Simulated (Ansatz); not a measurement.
SnS2 built on the CdI2 prototype (r2SCAN+rVV10 geometry), in Ansatz:

```yaml
crystal:
  lattice:
    - [3.66075, 0.00000, 0.00000]
    - [-1.83038, 3.17031, 0.00000]
    - [0.00000, 0.00000, 5.96178]
  atoms:
    - { symbol: Sn, position: [0.00000, 0.00000, 0.00000] }
    - { symbol: S, position: [0.33333, 0.66667, 0.24559] }
    - { symbol: S, position: [0.66667, 0.33333, 0.75441] }
```

G0W0@PBE with 260 empty bands, a screening cutoff of 140 eV and a 6×6×2 mesh (PAW, contour deformation) gives 2.368 eV over the mesh points, from a PBE gap of 1.523 eV; it sums over 273 bands with 263 plane waves in the screening and a wave cutoff of 420 eV. The G0W0 figures hold for the stated bands, cutoff and mesh and aren't extrapolated. Calculated for a static, non-magnetic cell.

**Question.** Estimate the gap with starting point LDA.

**Answer.** 2.272 eV (-0.096 eV), from a Kohn-Sham gap of 1.346 eV.

**Question.** Another run gave a Kohn-Sham gap of 1.523 eV and a G0W0 gap of 2.353 eV, summing over 125 bands with 111 plane waves in the screening and a wave cutoff of 420 eV. What was changed?

**Answer.** Empty bands 112, screening cutoff 80 eV. The counts of bands and plane waves show it.

**Question.** Estimate the gap with starting point HSE06.

**Answer.** 2.811 eV (+0.443 eV), from a Kohn-Sham gap of 2.419 eV.

**Question.** Estimate the gap with empty bands 478, screening cutoff 210 eV.

**Answer.** 2.374 eV (+0.006 eV), from a Kohn-Sham gap of 1.523 eV.

Spin-orbit coupling is left out, which matters wherever the heavy atoms make up the band edges.
